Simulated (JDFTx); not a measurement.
KF (Carobbiite) under changes of volume

One of the cells (19.074 Å³/atom); the others are scaled copies at fixed shape and fractional positions:

```
K F
1.0
     0.00000    2.67185    2.67185
     2.67185    0.00000    2.67185
     2.67185    2.67185    0.00000
K F
1 1
Direct
  0.00000 0.00000 0.00000
  0.50000 0.50000 0.50000
```

| Item | Value |
| --- | --- |
| Program | JDFTx 1.7.0 (patched build) |
| Functional | r2SCAN |
| Potentials or basis | SG15-PBE-1.2 with smoothed tails |
| Cutoff | 1361 eV |
| Density cutoff | 10885 eV |
| k mesh | 7 × 7 × 7 |
| Occupations | fermi-dirac, width 0.05 eV |
| Spin | no spin polarisation |

```tsv
volume (Å³/atom)	energy over the lowest point (meV/atom)	pressure (GPa)	gap on the mesh (eV)
17.929	4.04	1.7	7.15
18.311	1.04	0.8	7.03
18.692	0.00	0.0	6.92
19.074	0.65	-0.6	6.81
19.455	2.90	-1.3	6.70
19.837	?	?	?
20.218	11.34	-2.3	6.51
```

Task: What does the run at 19.837 Å³/atom give?

Result: Energy over the lowest point 6.51 meV/atom; pressure -1.8 GPa; gap on the mesh 6.61 eV.

Worked out: A Birch-Murnaghan fit of order 3 (a polynomial in V^(-2/3)) to the other rows has its minimum at 18.73 Å³/atom with B0 = V·E''(V) = 35 GPa and B' = 4.5. It gives 6.50 meV/atom at 19.837 Å³/atom, against the run's 6.51, and -dE/dV = -1.8 GPa, against -1.8. A straight line through the other rows of the gap, of slope -5.34 eV per unit of ln V (its deformation potential), gives 6.60 eV, against the run's 6.61.

Energies are extrapolated to zero smearing.

Caveats: the potentials were made for another functional, which shifts forces and pressure.
